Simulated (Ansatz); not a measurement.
# TiAl3: the cost of one run

Computed with Ansatz 0.2.0 (DFT PBEsol, scalar-relativistic, plane waves, PAW, unless a step's input says otherwise).

3 further runs of the same task are left out: 3 set aside as unsound or not needed.

## (1) The system as given

It takes space group I4/mmm (No. 139, tetragonal). Conventional cell: a = 3.816 Å, b = 3.816 Å, c = 8.554 Å, α = 90.00°, β = 90.00°, γ = 90.00°. Around Ti (site symmetry 4/mmm) lie 12 Al at 2.70 to 2.87 Å. Al (site symmetry 4/mmm) has 4 Ti at 2.70 Å and 8 Al at 2.87 Å as nearest neighbours. Al (site symmetry -4m2) is surrounded by 8 Al at 2.70 to 2.87 Å and 4 Ti at 2.87 Å.

Structure file:

```cif
data_structure
_symmetry_space_group_name_H-M 'I4/mmm'
_symmetry_Int_Tables_number 139
_cell_length_a 3.8155
_cell_length_b 3.8155
_cell_length_c 8.5540
_cell_angle_alpha 90.000
_cell_angle_beta 90.000
_cell_angle_gamma 90.000
_cell_volume 124.53
loop_
_atom_site_label
_atom_site_type_symbol
_atom_site_symmetry_multiplicity
_atom_site_Wyckoff_symbol
_atom_site_fract_x
_atom_site_fract_y
_atom_site_fract_z
_atom_site_occupancy
Ti1 Ti 2 a 0.00000 0.00000 0.00000 1
Al1 Al 2 b 0.50000 0.50000 0.00000 1
Al2 Al 4 d 0.00000 0.50000 0.25000 1
```

It goes back to an entry of the Materials Project, which need not be the stable form.

This cell was relaxed beforehand with the same method: volume 15.57 Å³/atom, gap on the mesh none (metal).

## (2) Zero of energy

Reference values: F = -4049.1679 eV; pressure 0.01 GPa; largest force 0.000 eV/Å; gap on the mesh none (metal). It was computed beforehand with the settings of the runs below.

## (3) Next: a frozen normal mode

Mode 5 of the phonon run on this cell, counted from the lowest, is frozen in: each atom moves by x times its row below, so x is the largest displacement.

```
atom      ux      uy     uz
 Ti1  -0.512  -0.512  0.000
 Al2  -0.506  -0.506  0.000
 Al3   0.707   0.707  0.000
 Al4   0.707   0.707  0.000
```

## (4) Point x = -0.120 Å

input.yaml reads:

```yaml
crystal:
  lattice:
    - [-1.9077740735, 1.9077740735, 4.276996808]
    - [1.9077740735, -1.9077740735, 4.276996808]
    - [1.9077740735, 1.9077740735, -4.276996808]
  atoms:
    - { symbol: Ti, position: [0.0160951169, 0.0160951169, 0.0321902339] }
    - { symbol: Al, position: [0.5159236093, 0.5159236093, 0.0318472187] }
    - { symbol: Al, position: [0.7277613044, 0.2277613044, 0.4555226088] }
    - { symbol: Al, position: [0.2277613044, 0.7277613044, 0.4555226088] }
basis:
  ecutwfc: 420
kpoints:
  mp_grid: { grid: [18, 18, 18] }
hamiltonian:
  xc: pbesol
scf:
  occupations: { method: gaussian, width: 0.15 }
output:
  forces: true
  stress: true
  eigenvalues: true
  write_density: true
  write_potential: true
  elf: true
  volumetric_format: npy
```

Command:

```console
ansatz run input.yaml --threads 2 --pin off --max-ram 5120MiB --backend cpu --events-out ev --progress --plain --runs-dir out
```

Q: Estimate wall time and peak memory on 2 threads of Intel Xeon at 2.50GHz (Skylake/Cascade Lake), shared host.

About 93 s, with a peak of 1.1 GiB.
